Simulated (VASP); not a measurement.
## CdTe in VASP 6.6.1, single-point calculation

INCAR

```
LCHARG = .FALSE.
LREAL = .FALSE.
GGA = PE
NELM = 120
NSW = 0
ISMEAR = 1
EDIFF = 1E-7
NBANDS = 16
IBRION = -1
ENCUT = 520
PREC = Accurate
LASPH = .TRUE.
SIGMA = 0.1
LWAVE = .FALSE.
ISIF = 2
```

KPOINTS

```
KPOINTS created by Atomic Simulation Environment
0
Gamma
6 6 6
0 0 0
```

POSCAR

```
Cd Te
 1.0000000000000000
     0.0000000000000000    3.3727778470000001    3.2799551172000001
     3.3727778470000001    0.0000000000000000    3.2799551172000001
     3.3727778470000001    3.3727778470000001    0.0000000000000000
 Cd  Te
   1   1
Cartesian
  0.0000000000000000  0.0000000000000000  0.0000000000000000
  1.6863889235000000  1.6863889235000000  1.6399775585999998
```

The recommended PBE PAW datasets give the neutral cell 18 valence electrons.

Command

```
mpirun -np 1 vasp_std
```

OSZICAR

```
N       E                     dE             d eps       ncg     rms          rms(c)
DAV:   1     0.100240031681E+03    0.10024E+03   -0.81221E+03   960   0.962E+02
DAV:   2    -0.123636602350E+01   -0.10148E+03   -0.96733E+02  1168   0.234E+02
DAV:   3    -0.500312230343E+01   -0.37668E+01   -0.37610E+01  1152   0.469E+01
DAV:   4    -0.504062772829E+01   -0.37505E-01   -0.37504E-01  1504   0.406E+00
DAV:   5    -0.504073945592E+01   -0.11173E-03   -0.11173E-03  1224   0.199E-01    0.464E+00
DAV:   6    -0.481354081685E+01    0.22720E+00   -0.38223E-01  1136   0.684E+00    0.394E+00
DAV:   7    -0.479839899718E+01    0.15142E-01   -0.98778E-02  1136   0.199E+00    0.158E+00
DAV:   8    -0.479940777868E+01   -0.10088E-02   -0.94836E-03  1064   0.107E+00    0.427E-01
DAV:   9    -0.479978007217E+01   -0.37229E-03   -0.99315E-04  1224   0.302E-01    0.893E-02
DAV:  10    -0.479983759784E+01   -0.57526E-04   -0.10556E-04  1160   0.987E-02    0.541E-02
DAV:  11    -0.479988191938E+01   -0.44322E-04   -0.79875E-05  1144   0.504E-02    0.344E-02
DAV:  12    -0.479988105981E+01    0.85957E-06   -0.30295E-06  1216   0.123E-02    0.194E-02
DAV:  13    -0.479988102145E+01    0.38361E-07   -0.86058E-07  1224   0.417E-03
   1 F= -.47998810E+01 E0= -.47999140E+01  d E =0.989082E-04
```

From OUTCAR

```
k-points           NKPTS =     30   k-points in BZ     NKDIM =     30   number of bands    NBANDS=     16

   NELECT =      18.0000    total number of electrons

   dimension x,y,z NGX =    36 NGY =   36 NGZ =   36
   dimension x,y,z NGXF=    72 NGYF=   72 NGZF=   72

  energy-cutoff  :      520.00
  volume of cell :       74.62
      direct lattice vectors                 reciprocal lattice vectors
     0.000000000  3.372777847  3.279955117    -0.148245755  0.148245755  0.152441110
     3.372777847  0.000000000  3.279955117     0.148245755 -0.148245755  0.152441110
     3.372777847  3.372777847  0.000000000     0.148245755  0.148245755 -0.152441110

 k-points in reciprocal lattice and weights: KPOINTS created by Atomic Simulation Env
   0.00000000  0.00000000  0.00000000       0.005
   0.16666667  0.00000000  0.00000000       0.037
   0.33333333  0.00000000  0.00000000       0.037
   0.50000000 -0.00000000  0.00000000       0.019
   0.16666667  0.16666667  0.00000000       0.009
   0.33333333  0.16666667  0.00000000       0.037
   0.50000000  0.16666667  0.00000000       0.037
  -0.33333333  0.16666667  0.00000000       0.037
   ...

 E-fermi :   1.6752

 k-point     1 :       0.0000    0.0000    0.0000
  band No.  band energies     occupation
      1      -9.1280      2.00000
      2      -6.4584      2.00000
      3      -6.4584      2.00000
      4      -6.4523      2.00000
      5      -6.2595      2.00000
      6      -6.2579      2.00000
      7       1.5330      2.06184
      8       1.5330      2.06184
      9       1.6120      1.86784
     10       2.0522     -0.00000
     11       6.2050      0.00000
     12       6.2163      0.00000
     13       6.2163      0.00000
     14       8.8897      0.00000
     15      10.5729      0.00000
     16      10.9114      0.00000

 k-point     2 :       0.1667    0.0000    0.0000
  band No.  band energies     occupation
      1      -9.0482      2.00000
      2      -6.4444      2.00000
      3      -6.4403      2.00000
      4      -6.3827      2.00000
      5      -6.2595      2.00000
      6      -6.2591      2.00000
      7      -0.0685      2.00000
      8       1.3359      2.00002
      9       1.4081      2.00104
     10       3.1881     -0.00000
     11       6.2255      0.00000
     12       6.5020      0.00000
     13       6.5336      0.00000
     14       9.8366      0.00000
     15       9.8779      0.00000
     16      10.1125      0.00000

 k-point     3 :       0.3333    0.0000    0.0000
  band No.  band energies     occupation
      1      -8.8897      2.00000
      2      -6.4206      2.00000
      3      -6.4154      2.00000
      4      -6.2586      2.00000
      5      -6.2547      2.00000
      6      -6.1555      2.00000
      7      -1.6718      2.00000
      8       1.0002      2.00000
      9       1.1040      2.00000
     10       3.3612     -0.00000
     11       6.7319      0.00000
     12       6.8334      0.00000
     13       7.5733      0.00000
     14       9.6102      0.00000
     15      10.3369      0.00000
     16      10.3423      0.00000

 ...

  Total       -0.4716374     -0.4716374     -0.2620843      0.0000000      0.0000000      0.0000000
  in kB      -10.1261754    -10.1261754     -5.6270159      0.0000000      0.0000000      0.0000000
  external PRESSURE =      -8.6264555 kB  Pullay stress =       0.0000000 kB

 POSITION                                       TOTAL-FORCE (eV/Angst)
 -----------------------------------------------------------------------------------
      0.00000      0.00000      0.00000        -0.000000     -0.000000      0.000000
      1.68639      1.68639      1.63998         0.000000      0.000000      0.000000
 -----------------------------------------------------------------------------------
    total drift:                               -0.000001     -0.000001     -0.000000

  FREE ENERGIE OF THE ION-ELECTRON SYSTEM (eV)
  ---------------------------------------------------
  free  energy   TOTEN  =        -4.7998810214 eV

  energy  without entropy=       -4.7999799296  energy(sigma->0) =       -4.79991399
```

It converged. Results: gap between bands v and c on the k mesh 0.44 eV; least direct gap on the k mesh 0.44 eV; pressure -0.9 GPa. Band v is the last that the valence electrons fill when counted band by band, and c is the next.

For comparison, a separate PBE run of the intended cell, on usual settings and not on those above, gives a gap of 0.44 eV on its mesh and a pressure of -0.9 GPa.

The run above took about 34 s on one core of a shared host (Intel Xeon Platinum 8488C) and held 0.21 GiB at most.
